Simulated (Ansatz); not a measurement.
Property card for Ag$_{2}$O

Theory: DFT PBE, scalar-relativistic, plane waves, PAW in Ansatz 0.2.0.

Plane waves to 420 eV, a k mesh through Γ of 8×8×8 on the computed 6-atom cell and Gaussian smearing (0.10 eV); no spin polarisation.

The structure is relaxed at this level of theory with its symmetry kept.

Space group Pn-3m:1 (No. 224). a = 4.812 Å, b = 4.812 Å, c = 4.812 Å, α = 90.00°, β = 90.00°, γ = 90.00°
```tsv
atom	site	symmetry	x	y	z
Ag	4b	.-3m	0.2500	0.2500	0.2500
O	2a	-43m	0.0000	0.0000	0.0000
```

```json
{"Space group": "Pn-3m (No. 224)", "Volume per atom": "18.57 Å³", "Formation energy from the elements' standard states (uncorrected)": "-0.091 eV/atom", "Kohn–Sham band gap": "none (metal)", "Density of states at the Fermi level": "0.07 states/eV per cell (so small that it hangs on the mesh: a semimetal, or crossings between mesh points)", "Löwdin character within 0.5 eV of the Fermi level": "Ag 4d 49 %, O 2p 31 %, Ag 5s 16 %", "Bulk modulus": "70 GPa", "Its pressure derivative": "5.2", "Bader charges (e)": "Ag (4 in the cell) 0.48, O (2 in the cell) -0.95"}
```